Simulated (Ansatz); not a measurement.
MnAs

Level of theory: DFT, PBE, scalar-relativistic, collinear spin; plane waves to 420 eV with PAW datasets (Ansatz 0.2.0), 10×10×6 k-mesh, Gaussian smearing of 0.05 eV; PAW files: Ansatz's generated set soft_2.

```
Mn As
1.0
     3.64843    0.00000    0.00000
    -1.82421    3.15963    0.00000
     0.00000    0.00000    5.49617
Mn As
2 2
Direct
  0.00000 0.00000 0.00000
  0.00000 0.00000 0.50000
  0.33333 0.66667 0.25000
  0.66667 0.33333 0.75000
```

The chain of runs began from a cell as deposited in COD, expanded in volume. Of that entry: the entry's cell lengths or inner coordinates differ somewhat from later room-temperature determinations.

The geometry is fixed. Moments are started on Mn in several ways. Signs follow the order of those atoms. q is the propagation vector of an order in a doubled cell, in units of this cell's reciprocal vectors; doubled cells take an equivalent mesh or are counted from a ferromagnetic run in the same cell, unless said otherwise. Energies count from the first row, the state in which the cell was relaxed.

The starts:
- ferromagnetic
- no spin polarisation
- antiferromagnetic in the cell, signs +-
- antiparallel, q = (0, 0, 1/2), signs ++--
- antiparallel, q = (0, 1/2, 0), signs ++--
- antiparallel, q = (0, 1/2, 1/2), signs ++--
- small parallel moments

Which start ends lowest, and how far above it lies the solution without spin polarisation?

Lowest, alike within 0.5 meV/atom: ferromagnetic; small parallel moments (which grew into the full parallel moments), though «antiparallel, q = (0, 0, 1/2), signs ++--» lies within 2.1 meV/atom, too near to part. Without spin polarisation the energy is 299 meV/atom higher.

```csv
start,largest typed moment (μB),ΔE (meV/atom),gap on the mesh (eV),P (GPa),final spin moments (μB)
ferromagnetic,3.50,0.0,metal,0.0,Mn 2.81; As -0.11
no spin polarisation,0.00,298.6,metal,-13.9,none
"antiferromagnetic in the cell, signs +-",3.50,27.2,metal,-1.1,"Mn 2.68, -2.68"
"antiparallel, q = (0, 0, 1/2), signs ++--",3.50,2.1,metal,-0.3,"Mn 2.78, -2.78; As -0.10, 0.10"
"antiparallel, q = (0, 1/2, 0), signs ++--",3.50,24.8,metal,-0.5,"Mn 2.73, -2.73"
"antiparallel, q = (0, 1/2, 1/2), signs ++--",3.50,47.9,metal,0.9,"Mn 2.76, -2.76"
small parallel moments,0.50,0.0,metal,0.0,Mn 2.81; As -0.11
```

The program noted a lower state or an instability beside: antiferromagnetic in the cell, signs +-; antiparallel, q = (0, 1/2, 0), signs ++--; antiparallel, q = (0, 1/2, 1/2), signs ++--. The lower rows of the table may be what it saw.

The atoms aren't at rest in: antiparallel, q = (0, 0, 1/2), signs ++-- (forces up to 0.12 eV/Å); antiparallel, q = (0, 1/2, 1/2), signs ++-- (forces up to 0.18 eV/Å), so relaxing would lower these rows.

The cell was relaxed in the state of the first row, and its shape doesn't suit: antiferromagnetic in the cell, signs +- (uneven stress of 2.7 GPa); antiparallel, q = (0, 1/2, 0), signs ++-- (uneven stress of 1.0 GPa).

Without spin polarisation the pressure is 13.9 GPa lower than in the lowest state, so the magnetic solution wants the larger cell.

Without a U such compounds often come out with 3d moments too small and a gap closed that the real crystal has.

Only orders that fit these small cells were tried, so the real crystal's order may be another.

Site moments are of spin, integrated over atomic spheres.

The open shells may stand above their lowest state.
